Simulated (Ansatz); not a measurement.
A single-point run of Ansatz (plane waves, PAW) on a 3-atom cell of HfO2 started from a crystallographic database, with the lines that name the functional removed. The geometry is the r2SCAN minimum.

```
Hf O
1.0
     0.00000    2.52918    2.52918
     2.52918    0.00000    2.52918
     2.52918    2.52918    0.00000
Hf O
1 2
Direct
  0.00000 0.00000 0.00000
  0.25000 0.25000 0.25000
  0.75000 0.75000 0.75000
```

```
scf.n_extra_bands = 4 over 19 filled bands (N_el = 38.0): the run solves 23 bands
Crystal: 3 atoms, lattice volume = 32.357 Å³
Basis set: ecut = 500 eV, 869 PW (Γ)
Symmetry: 48 space group operations
Space group: Fm-3m (ITA 225)
k-points: 29 of 512
preconditioner: auto → none  [insulator: Δε(μ)=4.468 eV  ℏωp=39.2 eV]
SCF 1 converged in 7 iterations: F = -16876.190557 eV  dr2 = 3.75e-8
SCF converged after 7 iterations
Free energy (F): -16876.190557 eV
Fermi energy:    15.835233 eV
--- Per-component energies (eV) ---
  E_band       = 30.845625
  E_kinetic    = 774.942013
  E_local      = -5718.031458
  E_nonlocal   = -1152.541470
  E_hartree    = 2626.690899
  E_xc         = -431.126700
  E_vxc        = -505.354693
  E_paw        = -7271.105280
  E_vpaw       = 1350.908305
  E_vtau       = 27.533929
  E_ewald      = -5705.278326
  E_core_change = 0.257640
--- Stress (GPa, compression-positive) ---
        0.015824       0.000000       0.000000
        0.000000       0.015824       0.000000
        0.000000       0.000000       0.015824
  P = ⅓ Tr σ = 0.0158 GPa (0.158 kbar)
--- Band table (eV; the first three rows and the last of 29) ---
  k-point 0: bands = […, 10.3072, 10.3072, 10.3072, 15.1871, 15.1871, 15.1871, 20.2557, 20.2557, 22.3050, 26.9490]
  k-point 1: bands = […, 10.4654, 10.4654, 10.7463, 14.7344, 14.9083, 14.9083, 20.5341, 20.5341, 22.9022, 26.2279]
  k-point 2: bands = […, 10.8541, 10.8541, 11.7552, 13.8196, 14.3834, 14.3834, 20.9558, 20.9558, 23.4397, 25.7813]
  k-point 28: bands = […, 10.4432, 10.6216, 13.1652, 13.1652, 14.3712, 15.6125, 21.1357, 21.5418, 23.5226, 23.5226]
```

bands.tsv, columns around the gap (it counts bands from 0):
```tsv
# k_distance	band_14	band_15	band_16	band_17	band_18	band_19	band_20	band_21	band_22
# fermi_ev = 15.835233
# [0, 0, 0] at k_distance = 0.000000
# [0.5, 0, 0.5] at k_distance = 1.242138
# [0.625, 0.25, 0.625] at k_distance = 1.681300
# [0.375, 0.375, 0.75] at k_distance = 2.441951
# [0.5, 0.5, 0.5] at k_distance = 3.202601
# [0.5, 0.25, 0.75] at k_distance = 4.080925
# [0, 0.5, 0.5] at k_distance = 5.469678
# levels_relative_to = fermi_ev
0.000	-5.528	-5.528	-0.648	-0.648	-0.648	4.420	4.420	6.470	11.114
1.242	-3.593	-3.593	-1.617	-1.617	0.000	4.303	6.047	7.254	8.758
1.681	-4.140	-3.464	-2.331	-1.397	-0.352	4.813	5.966	7.534	8.142
2.442	-4.140	-3.464	-2.331	-1.397	-0.352	4.813	5.966	7.534	8.142
3.203	-4.449	-3.128	-2.807	-1.902	-1.902	5.125	5.125	7.585	9.577
4.081	-5.214	-2.670	-2.670	-1.464	-0.223	5.300	5.707	7.687	7.687
5.470	-3.593	-3.593	-1.617	-1.617	0.000	4.303	6.047	7.254	8.758
```
In order the rows are Γ, X, U, K, L, W, X.

Q: Which functional gave these numbers?
A. r2SCAN
B. PBE0
C. LDA
D. PBE

A: A. r2SCAN. The term E_vtau belongs to a meta-GGA, which reads the kinetic-energy density. There is no exchange loop, so no exact exchange. The stress vanishes on a cell relaxed with r2SCAN. r2SCAN gives a direct gap of 4.30 eV at X. The log narrows the family; the member has to be judged from the numbers.

Run as `ansatz run input.yaml --threads 2 --pin off --max-ram 2211MiB --backend cpu --events-out ev --progress --plain --runs-dir out`. It took 4.6 s on 2 threads of Arm Neoverse N1 (shared host); peak host memory 0.45 GiB.

The values are computed, spin-unpolarised, and not measurements.

Spin-orbit coupling is left out, which matters wherever the heavy atoms make up the band edges.
